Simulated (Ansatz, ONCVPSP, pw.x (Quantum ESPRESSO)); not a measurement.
**Equation-of-state test of one ONCV potential (Si (Z = 14))**

- Element: silicon
- Generator: ONCVPSP 4.0.1
- Type: optimised norm-conserving Vanderbilt (ONCV)
- Functional: LDA (Perdew-Wang 92)
- Relativity: scalar-relativistic
- Frozen core: [Ne]
- Valence charge: 4
- Reference configuration: 3s2 3p2
- Partial waves: 3s: rc 1.60 bohr, ncon 3, nbas 7, qcut 3.9 1/bohr, 2 projectors, debl 3.7 Ha; 3p: rc 2.05 bohr, ncon 4, nbas 7, qcut 4.8 1/bohr, 2 projectors, debl 3 Ha; d scattering state at 0.16 Ha: rc 1.80 bohr, ncon 4, nbas 8, qcut 5.2 1/bohr, 2 projectors, debl 0.5 Ha
- Local potential: polynomial inside 1.15 bohr (lpopt 5, dvloc0 0 Ha)
- Core correction: polynomial model core, fcfact 0.7

Crystal test: bcc Si in pw.x 7.5, no spin, 15³ k-points, Fermi–Dirac smearing 0.01 Ry, cutoffs 70/280 Ry. The reference is all-electron LAPW (Ansatz 0.2.0) with the same functional, mesh and smearing; V0 and B0 come from Birch–Murnaghan fits to the pressures at five volumes. Errors are pseudo minus all-electron; Δ is the rms difference of the E(V) curves that follow from these fits, minima aligned, over ±6 % about the mean V0. Mesh and smearing are coarse, so the numbers serve the comparison and aren't converged zero-temperature values; the lattice is a test structure that the element need not adopt.

```json
{"V (Å³/atom)": "13.383", "P all-electron (GPa)": "6.06", "P pseudo (GPa)": "5.76"}
{"V (Å³/atom)": "13.735", "P all-electron (GPa)": "2.95", "P pseudo (GPa)": "2.69"}
{"V (Å³/atom)": "14.087", "P all-electron (GPa)": "0.22", "P pseudo (GPa)": "-0.01"}
{"V (Å³/atom)": "14.439", "P all-electron (GPa)": "-2.17", "P pseudo (GPa)": "-2.38"}
{"V (Å³/atom)": "14.791", "P all-electron (GPa)": "-4.26", "P pseudo (GPa)": "-4.45"}
```

All-electron: a0 = 3.045 Å (V0 = 14.12 Å³/atom), B0 = 101.1 GPa.

Pseudopotential: mean pressure error (GPa): -0.24; a0 (Å): 3.043; a0 error (%): -0.08; B0 error (%): -0.1; Δ (meV/atom): 0.7.

**Question.** At the middle volume, how do free energy and pressure move when the wave cutoff is lowered (ecutrho kept at four times it)?

**Answer.**

| cutoff (Ry) | shift of F (meV/atom) | shift of P (GPa) |
| --- | --- | --- |
| 32 | +6.6 | -0.15 |
| 42 | +4.5 | -0.01 |
| 56 | +1.4 | -0.09 |

Input at the middle volume:

```
&control
  calculation='scf', prefix='x', pseudo_dir='./', outdir='./tmp', tstress=.true., disk_io='none'
/
&system
  ibrav=0, nat=1, ntyp=1, ecutwfc=70, ecutrho=280, nbnd=9,
  occupations='smearing', smearing='fd', degauss=0.01
/
&electrons
  conv_thr=1e-09, mixing_beta=0.4, electron_maxstep=70
/
ATOMIC_SPECIES
Si 1.0 Si.UPF
CELL_PARAMETERS angstrom
  -1.52143303 1.52143303 1.52143303
  1.52143303 -1.52143303 1.52143303
  1.52143303 1.52143303 -1.52143303
ATOMIC_POSITIONS crystal
Si 0.0000 0.0000 0.0000
K_POINTS automatic
15 15 15 0 0 0
```

```bash
pw.x < Si.scf.in > Si.scf.out
```

Lines of the output:

```
Message from routine setup:
     using ibrav=0 with symmetry is DISCOURAGED, use correct ibrav instead
     lattice parameter (alat)  =       4.9798  a.u.
     unit-cell volume          =      95.0638 (a.u.)^3
     number of electrons       =         4.00
     number of Kohn-Sham states=            9
     kinetic-energy cutoff     =      70.0000  Ry
     charge density cutoff     =     280.0000  Ry
     scf convergence threshold =      1.0E-09
     Exchange-correlation= SLA  PW   NOGX NOGC
     number of k points=   120  Fermi-Dirac smearing, width (Ry)=  0.0100
     iteration #  1     ecut=    70.00 Ry     beta= 0.40
     total energy              =     -11.32979557 Ry
     estimated scf accuracy    <       0.00351582 Ry
     iteration #  2     ecut=    70.00 Ry     beta= 0.40
     total energy              =     -11.32935098 Ry
     estimated scf accuracy    <       0.00103318 Ry
     iteration #  3     ecut=    70.00 Ry     beta= 0.40
     total energy              =     -11.32942698 Ry
     estimated scf accuracy    <       0.00000655 Ry
     iteration #  4     ecut=    70.00 Ry     beta= 0.40
     total energy              =     -11.32942912 Ry
     estimated scf accuracy    <          9.4E-09 Ry
     iteration #  5     ecut=    70.00 Ry     beta= 0.40
     total energy              =     -11.32942917 Ry
     estimated scf accuracy    <          1.8E-09 Ry
     iteration #  6     ecut=    70.00 Ry     beta= 0.40
     the Fermi energy is    10.7456 ev
!    total energy              =     -11.32942917 Ry
     estimated scf accuracy    <          3.7E-10 Ry
     smearing contrib. (-TS)   =      -0.00182923 Ry
     The total energy is F=E-TS. E is the sum of the following terms:
     one-electron contribution =       4.86915816 Ry
     hartree contribution      =       0.02828426 Ry
     xc contribution           =      -6.09880284 Ry
     ewald contribution        =     -10.12623951 Ry
     convergence has been achieved in   6 iterations
          total   stress  (Ry/bohr**3)                   (kbar)     P=       -0.13
     Message from routine punch:
     Nothing written, as per user request (disk_io='none')
```

The run at the middle volume (120 k-points, 6 iterations) took about 20 s on one core of a shared host (AMD EPYC 7R43 64-Core Processor, 256 threads, 1004 GiB, load 152).
